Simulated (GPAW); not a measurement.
Runs of GPAW 26.7.0 on Pd. The structure is cubic, space group Fm-3m (No. 225). Conventional cell: a = 3.893 Å, b = 3.893 Å, c = 3.893 Å, α = 90.00°, β = 90.00°, γ = 90.00°. Around Pd (site symmetry m-3m) lie 12 Pd at 2.75 Å. 

| task | level | potentials or basis | cell | k mesh | cutoff (eV) | maxiter | convergence | supercell | supercell k mesh | displacement | mesh quality | gap on the mesh (eV) | pressure (GPa) |
| --- | --- | --- | --- | --- | --- | --- | --- | --- | --- | --- | --- | --- | --- |
| single point | PBE | GPAW PAW data sets (gpaw-data 1.2.1), pw | as given | 9 × 9 × 9 | 500 | 80 | - | - | - | - | not flagged | none | 6.5 |
| phonons | C09-vdW | GPAW PAW data sets (gpaw-data 1.2.1), pw | as given | 12 × 12 × 12 | 510 | 150 | density=1e-06 eigenstates=1e-09 | 2 × 2 × 2 | 6 × 6 × 6 | 0.03 | not flagged | none | - |
| phonons | PBEsol+D3(BJ) | PAW data sets generated in the run's folder for this functional, pw | relaxed | 12 × 12 × 12 | 510 | 150 | density=1e-06 eigenstates=1e-09 | 2 × 2 × 2 | 6 × 6 × 6 | 0.01 | not flagged | none | 0.0 |
| Fermi surface | LDA | the program's PAW data sets (release 1.2.1) made for this functional, pw | as given | 12 × 12 × 12 | 600 | 150 | - | - | - | - | not flagged | none | (a) |
| hybrid scf | TPSSh | GPAW PAW data sets (gpaw-data 1.2.1), pw | as given | 5 × 5 × 5 | 500 | 40 | - | - | - | - | coarse | none | - |

Alike in all rows: no spin polarisation; smearing fermi-dirac 0.05 eV.

Problem. Estimate the missing entries.

Solution. (a) -8.6.

Caveats: some runs use coarse meshes; the cutoff is short for stress and forces, so pressures can be off by a GPa or more (some runs); phonon bands are interpolated from a small supercell (some runs); the PAW data sets were made with another functional, which shifts forces and pressure a little (some runs); pairwise dispersion overbinds metals, which lowers pressure and volume (some runs); the scaled meta-GGA exchange is a class typed in the script (some runs).

A k mesh can miss the band edges, and the runs leave out spin-orbit coupling on Pd.

A gap of «none» marks a metal or a gap under the smearing width.
